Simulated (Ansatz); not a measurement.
# CuAu (P4/mmm), one atom moved over a plane

All numbers below come from DFT PBEsol, scalar-relativistic, plane waves, PAW in Ansatz 0.2.0. Cutoff 420 eV, Γ-centred 18×18×14 k-points, Gaussian smearing of 0.15 eV. Spin–orbit coupling is left out, which can shift energies with elements as heavy as these. No spin polarisation. Energies are free energies at this smearing, counted from the undisturbed cell; pressure is positive in compression.

The undisturbed cell (as given, not relaxed at this level; it stands at -1.9 GPa, and it needn't be the usual structure):

```
Cu Au
1.0
     2.80000    0.00000    0.00000
     0.00000    2.80000    0.00000
     0.00000    0.00000    3.67000
Cu Au
1 1
Cartesian
  1.4000 1.4000 1.8350
  0.0000 0.0000 0.0000
```

Atom 2 (Au) is moved by p along (0.000, 1.000, 0.000) and q along (0.000, 0.000, 1.000) (Å), all else fixed. Points are written (p, q).

Energy above the undisturbed cell in eV/cell (a dash: not computed):

| p \ q | -0.300 | -0.150 | 0.000 | 0.150 | 0.300 |
| --- | --- | --- | --- | --- | --- |
| -0.300 | 0.57 | 0.25 | 0.15 | 0.25 | 0.57 |
| -0.150 | 0.38 | 0.12 | 0.04 | 0.12 | 0.38 |
| 0.000 | 0.32 | 0.08 | 0.00 | 0.08 | 0.32 |
| 0.150 | 0.38 | 0.12 | 0.04 | 0.12 | 0.38 |
| 0.300 | 0.57 | 0.25 | 0.15 | 0.25 | 0.57 |

Pressure in GPa:

```csv
p \ q,-0.300,-0.150,0.000,0.150,0.300
-0.300,11.5,4.3,1.9,4.3,11.5
-0.150,7.7,1.2,-0.9,1.2,7.7
0.000,6.4,0.2,-1.9,0.2,6.4
0.150,7.7,1.2,-0.9,1.2,7.7
0.300,11.5,4.3,1.9,4.3,11.5
```